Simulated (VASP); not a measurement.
Wanted: the native input for a VASP 6.6.1 run.

| Property | Result |
| --- | --- |
| Task | band structure |
| Functional | PBE0 |
| Potentials or basis | VASP PAW PBE potentials, release 64 (Ga_d, P) |
| Cutoff | 520 eV |
| k mesh | 6 × 6 × 6 |
| Occupations | gaussian, width 0.03 eV |
| Spin | no spin polarisation |
| Grid for exact exchange (PRECFOCK) | Fast |
| Exchange at q = 0 | truncated |
| Further INCAR settings | ALGO = Normal; EDIFF = 1e-06; NBANDS = 16 |

The system is GaP.

```xyz
2
Lattice="0.0000 2.7184 2.7184 2.7184 0.0000 2.7184 2.7184 2.7184 0.0000" Properties=species:S:1:pos:R:3 pbc="T T T"
Ga    0.0000    0.0000    0.0000
P     1.3592    1.3592    1.3592
```

One way to write it, as run:

POSCAR

```
GaP                                     
1.0
    0.0000000000      2.7184346443      2.7184346443
    2.7184346443      0.0000000000      2.7184346443
    2.7184346443      2.7184346443      0.0000000000
  Ga              P             
     1     1
Direct
     0.0000000000000000    0.0000000000000000    0.0000000000000000
     0.2500000000000000    0.2500000000000000    0.2500000000000000
```

INCAR.step1

```
SYSTEM = GaP
PREC     = Accurate       ! precision mode
ENCUT    = 520            ! plane-wave cutoff, eV
EDIFF    = 1E-5           ! SCF threshold, eV
ISMEAR   = 0              ! smearing method
SIGMA    = 0.03           ! smearing width, eV
LREAL    = .False.        ! projectors in reciprocal space
LASPH    = .True.         ! aspherical terms in the spheres
NELM     = 80             ! most SCF steps
ALGO     = Normal         ! electronic algorithm
ISIF     = 2              ! what is computed and relaxed
LWAVE    = .True.         ! write WAVECAR
LCHARG   = .False.        ! write CHGCAR
NBANDS   = 16             ! bands
KPAR     = 2            
GGA      = PE             ! functional
```

INCAR.step2

```
SYSTEM = GaP
PREC     = Accurate       ! precision mode
ENCUT    = 520            ! plane-wave cutoff, eV
EDIFF    = 1E-6           ! SCF threshold, eV
ISMEAR   = 0              ! smearing method
SIGMA    = 0.03           ! smearing width, eV
LREAL    = .False.        ! projectors in reciprocal space
LASPH    = .True.         ! aspherical terms in the spheres
NELM     = 80             ! most SCF steps
ALGO     = Normal         ! electronic algorithm
ISIF     = 2              ! what is computed and relaxed
LWAVE    = .False.        ! write WAVECAR
LCHARG   = .False.        ! write CHGCAR
GGA      = PE             ! functional
LHFCALC  = .True.         ! exact exchange
AEXX     = 0.25           ! exact-exchange fraction
PRECFOCK = Fast         
HFRCUT   = -1           
NBANDS   = 16             ! bands
KPAR     = 2            
ISTART   = 1
```

KPOINTS

```
Automatic mesh
0
Gamma
  6 6 6
  0 0 0
```

KPOINTS_OPT

```
explicit points
9
Reciprocal
 0.0000000000  0.0000000000  0.0000000000 1
 0.3750000000  0.3750000000  0.7500000000 1
 0.5000000000  0.5000000000  0.5000000000 1
 0.6250000000  0.2500000000  0.6250000000 1
 0.5000000000  0.2500000000  0.7500000000 1
 0.5000000000  0.0000000000  0.5000000000 1
 0.4000000000  0.0000000000  0.4000000000 1
 0.4250000000  0.0000000000  0.4250000000 1
 0.4500000000  0.0000000000  0.4500000000 1
```

Potentials or basis: VASP PAW PBE potentials, release 64 (Ga_d, P).

Launch:

```console
$ cat potpaw_PBE.64/Ga_d/POTCAR potpaw_PBE.64/P/POTCAR > POTCAR
$ cp INCAR.step1 INCAR
$ mpirun -np 2 vasp_std > vasp.out
$ cp INCAR.step2 INCAR
$ mpirun -np 2 vasp_std > vasp.out
```

It gave:

The pressure is 1.0 GPa and the band gap on the k mesh is 2.95 eV, indirect (least direct gap 3.52 eV). The band gap along the path is 2.92 eV, indirect (least direct gap 3.52 eV).

Caveat: the PAW data sets were made with another functional, which shifts forces and pressure a little.

It took 6 min on 2 MPI ranks on Intel(R) Xeon(R) 6975P-C (Granite Rapids), with other jobs on the host, peak memory 0.2 GiB a rank.
